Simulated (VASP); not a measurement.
# Y in VASP: relaxation of the atoms with PBE+D3(BJ)

Aim: the relaxation of the atoms of Y with PBE+D3(BJ).

Everything below comes from runs of VASP 6.6.1. Logs are shortened: lines on timing, memory, paths and dates and some standing lists are left out, and cuts for length are marked.

### Step 1. Starting point

The cell holds a slab with vacuum, 4 atoms: a = 3.568 Å, b = 3.568 Å, c = 30.322 Å, α = 90.00°, β = 90.00°, γ = 120.00°.

The cell was built by a generator and needn't be a form met in nature.

### Step 2. Relaxation of the atoms, PBE+D3(BJ)

The input, INCAR:

```
ALGO = Normal ; DIPOL = 0.5 0.5 0.500
EDIFF = 1E-6 ; EDIFFG = -0.02
ENCUT = 520 ; GGA = PE
IBRION = 2 ; IDIPOL = 3
ISIF = 2 ; ISMEAR = 1
IVDW = 12 ; KPAR = 2
LASPH = T ; LCHARG = F
LDIPOL = T ; LREAL = F
LWAVE = F ; NELM = 120
NSW = 90 ; PREC = Accurate
SIGMA = 0.1
```

The input, KPOINTS:

```
k-points
0
Gamma
  11 11 1
```

The input, POSCAR:

```
Y
1.0
    3.5683436500      0.0000000000      0.0000000000
   -1.7841718800      3.0902763100      0.0000000000
    0.0000000000      0.0000000000     30.3219727700
Y
4
Direct
    0.6666670000      0.3333330000      0.3592076800
    0.0000010000      0.9999990000      0.4530703200
    0.6666670000      0.3333330000      0.5469296800
    0.0000010000      0.9999990000      0.6407923200
```

Potentials or basis: VASP PAW PBE potentials, release 64 (Y_sv).

Command:

```bash
$ cat potpaw_PBE.64/Y_sv/POTCAR > POTCAR
$ mpirun -np 2 vasp_std > vasp.out
```

OUTCAR:

```text
EDIFF = 1E-6
   EDIFFG = -0.02
   ENCUT = 520
   GGA = PE
   IBRION = 2
   ISIF = 2
   ISMEAR = 1
   IVDW = 12
   LASPH = T
   LREAL = F
   NELM = 120
   NSW = 90
   PREC = Accurate
 IVDW          = 12

 ion  position               nearest neighbor table
   1  0.667  0.333  0.359-   2 3.51   2 3.51   2 3.51
   2  0.000  1.000  0.453-   3 3.51   3 3.51   3 3.51   1 3.51   1 3.51   1 3.51
   3  0.667  0.333  0.547-   2 3.51   2 3.51   2 3.51   4 3.51   4 3.51   4 3.51
   4  0.000  1.000  0.641-   3 3.51   3 3.51   3 3.51

  LATTYP: Found a hexagonal cell.
 ALAT       =     3.5683436500
 C/A-ratio  =     8.4974923225

  Lattice vectors:

 A1 = (   3.5683436500,   0.0000000000,   0.0000000000)
 A2 = (  -1.7841718800,   3.0902763100,   0.0000000000)
 A3 = (   0.0000000000,   0.0000000000,  30.3219727700)

Analysis of symmetry for initial positions (statically):
=====================================================================
 Subroutine PRICEL returns:
 Original cell was already a primitive cell.

 Routine SETGRP: Setting up the symmetry group for a
 hexagonal supercell.

 Subroutine GETGRP returns: Found 12 space group operations
 (whereof  6 operations were pure point group operations)
 out of a pool of 24 trial point group operations.

The static configuration has the point symmetry C_3v.
 The point group associated with its full space group is D_3d.

Analysis of symmetry for dynamics (positions and initial velocities):
=====================================================================
 Subroutine PRICEL returns:
 Original cell was already a primitive cell.

 Routine SETGRP: Setting up the symmetry group for a
 hexagonal supercell.

 Subroutine GETGRP returns: Found 12 space group operations
 (whereof  6 operations were pure point group operations)
 out of a pool of 24 trial point group operations.

The dynamic configuration has the point symmetry C_3v.
 The point group associated with its full space group is D_3d.

 Subroutine INISYM returns: Found 12 space group operations
 (whereof  6 operations are pure point group operations),
 and found     1 'primitive' translations

----------------------------------------------------------------------------------------

                                     Primitive cell

  volume of cell :     334.3655

  direct lattice vectors                    reciprocal lattice vectors
     3.568343650  0.000000000  0.000000000     0.280242067  0.161797835  0.000000000
    -1.784171880  3.090276310  0.000000000     0.000000000  0.323595659  0.000000000
     0.000000000  0.000000000 30.321972770     0.000000000  0.000000000  0.032979385

  length of vectors
     3.568343650  3.568343729 30.321972770     0.323595666  0.323595659  0.032979385

  position of ions in fractional coordinates (direct lattice)
     0.666667000  0.333333000  0.359207680
     0.000001000  0.999999000  0.453070320
     0.666667000  0.333333000  0.546929680
     0.000001000  0.999999000  0.640792320

  ion indices of the primitive-cell ions
   primitive index   ion index
                 1           1
                 2           2
                 3           3
                 4           4

----------------------------------------------------------------------------------------

 KPOINTS: k-points

Automatic generation of k-mesh.
 Grid dimensions read from file:
 generate k-points for:   11   11    1

 Generating k-lattice:

  Cartesian coordinates                     Fractional coordinates (reciprocal lattice)
     0.025476552  0.014708894  0.000000000     0.090909091 -0.000000000  0.000000000
     0.000000000  0.029417787  0.000000000     0.000000000  0.090909091  0.000000000
     0.000000000  0.000000000  0.032979385     0.000000000  0.000000000  1.000000000

  Length of vectors
     0.029417788  0.029417787  0.032979385

  Shift w.r.t. Gamma in fractional coordinates (k-lattice)
     0.000000000  0.000000000  0.000000000

 Subroutine IBZKPT returns following result:
 ===========================================

 Found     16 irreducible k-points:

 Following reciprocal coordinates:
            Coordinates               Weight
  0.000000  0.000000  0.000000      1.000000
  0.090909 -0.000000  0.000000      6.000000
  0.181818  0.000000  0.000000      6.000000
  0.272727  0.000000  0.000000      6.000000
  0.363636  0.000000  0.000000      6.000000
  0.454545  0.000000  0.000000      6.000000
[... 8 lines left out ...]
  0.272727  0.272727  0.000000      6.000000
  0.363636  0.272727  0.000000      6.000000
   k-points           NKPTS =     16   k-points in BZ     NKDIM =     16   number of bands    NBANDS=     26
   number of dos      NEDOS =    301   number of ions     NIONS =      4
   total plane-waves  NPLWV = 188160
   dimension x,y,z NGX =    28 NGY =   28 NGZ =  240
   dimension x,y,z NGXF=    56 NGYF=   56 NGZF=  480
   ions per type =               4
   NGX,Y,Z   is equivalent  to a cutoff of  13.04, 13.04, 13.16 a.u.
   NGXF,Y,Z  is equivalent  to a cutoff of  26.09, 26.09, 26.32 a.u.
 SYSTEM =  unknown system
   PREC   = accura    normal or accurate (medium, high low for compatibility)
   ISTART =      0    job   : 0-new  1-cont  2-samecut
   ICHARG =      2    charge: 1-file 2-atom 10-const
   ISPIN  =      1    spin polarized calculation?
   LNONCOLLINEAR =      F non collinear calculations
   LSORBIT =      F    spin-orbit coupling
   LASPH  =      T    aspherical Exc in radial PAW
   ENCUT  =  520.0 eV  38.22 Ry    6.18 a.u.   6.63  6.63 56.38*2*pi/ulx,y,z
   NELM   =    120;   NELMIN=  2; NELMDL= -5     # of ELM steps
   EDIFF  = 0.1E-05   stopping-criterion for ELM
   LREAL  =      F    real-space projection
   EDIFFG = -.2E-01   stopping-criterion for IOM
   NSW    =     90    number of steps for IOM
   IBRION =      2    ionic relax: 0-MD 1-quasi-New 2-CG
   NFREE  =      1    steps in history (QN), initial steepest desc. (CG)
   ISIF   =      2    stress and relaxation
   ISYM   =      2    0-nonsym 1-usesym 2-fastsym
   POTIM  = 0.5000    time-step for ionic-motion
   TEBEG  =    0.0;   TEEND  =   0.0 temperature during run
   PSTRESS=    0.0 pullay stress
   NELECT =      44.0000    total number of electrons
   NUPDOWN=      -1.0000    fix difference up-down
   EMIN   =  10.00;   EMAX   =-10.00  energy-range for DOS
   EFERMI =   0.00;   METHOD = LEGACY
   ISMEAR =     1;   SIGMA  =   0.10  broadening in eV -4-tet -1-fermi 0-gaus
   EFERMI_NEDOS =   21; number of points for ismear=-14 and -15
   IALGO  =     38    algorithm
   IMIX   =      4    mixing-type and parameters
     AMIX     =   0.40;   BMIX     =  1.00
     AMIX_MAG =   1.60;   BMIX_MAG =  1.00
  volume/ion in A,a.u.               =      83.59       564.10
  Fermi-wavevector in a.u.,A,eV,Ry     =   0.832694  1.573563  9.433990  0.693379
  Thomas-Fermi vector in A             =   1.945792
   LORBIT       =      0    0 simple, 1 ext, 2 COOP (PROOUT), +10 PAW based schemes
   GGA     = PE    functional components
   LHFCALC =     F    Hartree Fock is set to
   AEXX    =    0.0000 exact exchange contribution
   IVDW    =    12    specifies the selected vdW correction
   LEPSILON=     F    determine dielectric tensor
   LRPA    =     F    only Hartree local field effects (RPA)
 conjugate gradient relaxation of ions
 non-spin polarized calculation
 Methfessel and Paxton  Order N= 1 SIGMA  =   0.10
  energy-cutoff  :      520.00
  volume of cell :      334.37
 maximum number of plane-waves:      9079
 NGX is ok and might be reduce to    28
   NGX = 13   NGY = 13   NGZ =113

 dipolmoment           0.000000      0.000000     -0.000000 electrons x Angstroem

--------------------------------------- Ionic step        1  -------------------------------------------

 number of electron      44.0000000 magnetization

 Free energy of the ion-electron system (eV)
  ---------------------------------------------------
  ext. energy  EPLUGINS =         0.00000000
  ---------------------------------------------------
  free energy    TOTEN  =       -24.28883347 eV

  energy without entropy =      -24.27971624  energy(sigma->0) =      -24.28579440

------------------------ aborting loop because EDIFF is reached ----------------------------------------

 Edisp (eV)   -1.07024

 E8    (eV) :    -0.5809

  FORCE on cell =-STRESS in cart. coord.  units (eV):
  Direction    XX          YY          ZZ          XY          YZ          ZX
  --------------------------------------------------------------------------------------
  -------------------------------------------------------------------------------------
  Total      -0.83146    -0.83146    -0.60247     0.00000     0.00000     0.00000
  in kB      -3.98411    -3.98411    -2.88685     0.00000     0.00000     0.00000
  external pressure =       -3.62 kB  Pullay stress =        0.00 kB
[... 191 lines left out ...]
  energy  without entropy=      -25.3565608665  energy(sigma->0) =      -25.36301429

--------------------------------------- Ionic step        6  -------------------------------------------

 number of electron      44.0000002 magnetization

 dipolmoment           0.000000      0.000000      0.000000 electrons x Angstroem

 Free energy of the ion-electron system (eV)
  ---------------------------------------------------
  ext. energy  EPLUGINS =         0.00000000
  ---------------------------------------------------
  free energy    TOTEN  =       -24.29302113 eV

  energy without entropy =      -24.28299046  energy(sigma->0) =      -24.28967758

 E-fermi :  -0.7024     XC(G=0):  -4.2099

 val. band max:       -0.7151856231   @ k =   0.4545   0.0909   0.0000
 cond. band min:      -0.6885247460   @ k =   0.2727   0.1818   0.0000
 fundamental gap:      0.0266608771
 Fermi energy:        -0.7023954367

 k-point     1 :       0.0000    0.0000    0.0000
  band No.  band energies     occupation
      1     -43.6962      2.00000
      2     -43.6962      2.00000
      3     -43.1490      2.00000
      4     -43.1120      2.00000
      5     -23.8065      2.00000
      6     -23.7840      2.00000
[... 453 lines left out ...]
     25      -0.1644     -0.00000
     26      -0.1576     -0.00000

------------------------ aborting loop because EDIFF is reached ----------------------------------------

 vacuum level on the upper side and lower side of the slab       (xc-potential included)        -0.140        -0.146

 Edisp (eV)   -1.07374

 E8    (eV) :    -0.5829

  FORCE on cell =-STRESS in cart. coord.  units (eV):
  Direction    XX          YY          ZZ          XY          YZ          ZX
  --------------------------------------------------------------------------------------
  -------------------------------------------------------------------------------------
  Total      -0.69464    -0.69464    -0.20761     0.00000     0.00000    -0.00000
  in kB      -3.32849    -3.32849    -0.99482     0.00000     0.00000    -0.00000
  external pressure =       -2.55 kB  Pullay stress =        0.00 kB
[... 19 lines left out ...]
  FREE ENERGIE OF THE ION-ELECTRON SYSTEM (eV)
  ---------------------------------------------------
  free  energy   TOTEN  =       -25.3667591619 eV

  energy  without entropy=      -25.3567284846  energy(sigma->0) =      -25.36341560

 reached required accuracy - stopping structural energy minimisation

 vacuum level on the upper side and lower side of the slab         2.408         2.405
```

Run time: 7.7 min. Hardware: 2 MPI ranks of Intel Xeon Platinum 8488C (Sapphire Rapids), shared host; peak memory 0.55 GiB.

What came out:

```
Free energy                  : -25.3668 eV
Energy gained by relaxing    : 1.9 meV/atom
Ionic steps                  : 6
Largest force after relaxing : 0.018 eV/Å
Band gap on the k mesh       : none (metal or under the smearing width)
Dispersion energy per atom   : -0.268 eV
```

Forces on the atoms (eV/Å):
```
Y    0.000  0.000  0.018
Y    0.000  0.000  0.018
Y    0.000  0.000 -0.018
Y    0.000  0.000 -0.018
```

Step by step:
| step | energy change (eV) | largest force (eV/Å) | pressure (GPa) |
| --- | --- | --- | --- |
| 1 | 0.0000 | 0.1521 | -0.36 |
| 2 | -0.0031 | 0.1065 | -0.34 |
| 3 | -0.0069 | 0.0281 | -0.29 |
| 4 | -0.0070 | 0.0299 | -0.29 |
| 5 | -0.0072 | 0.0259 | -0.28 |
| 6 | -0.0077 | 0.0177 | -0.26 |

Final structure:
```
Y
1.0
     3.56834    0.00000    0.00000
    -1.78417    3.09028    0.00000
     0.00000    0.00000   30.32197
Y
4
Cartesian
  1.7842 1.0301 10.9248
  -1.7842 3.0903 13.7153
  1.7842 1.0301 16.6067
  -1.7842 3.0903 19.3972
```
